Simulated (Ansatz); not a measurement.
Au, 1 atom in the cell. The structure is cubic, space group Fm-3m (No. 225). The conventional cell has a = 4.070 Å, b = 4.070 Å, c = 4.070 Å, α = 90.00°, β = 90.00°, γ = 90.00°. Around Au (site symmetry m-3m) lie 12 Au at 2.88 Å. 

```yaml
Program: Ansatz 0.2.0
Task: single point
Functional: PBE
Potentials_or_basis: all-electron LAPW, scalar-relativistic
Cutoff: 249 eV (chosen from the basis error)
Basis_error_allowed: 0.001 eV/atom
k_mesh: 11 × 11 × 11
Occupations: gaussian, width 0.023 eV
Spin: no spin polarisation
```

Potentials or basis: all-electron LAPW, scalar-relativistic.

Run with:

```sh
$ ansatz run input.yaml --threads 1 --pin off --max-ram 3072MiB --backend cpu --events-out ev --progress --plain --runs-dir out
```

Hardware: 1 thread of Arm Neoverse V1, with other jobs on the host.

Q: How long does it take, and how much memory?

A: It took 7.9 s on 1 thread of Arm Neoverse V1, on a shared host, peak memory 0.27 GiB. Counts: scf iterations 6, plane waves 169, k points 56, bands 26.
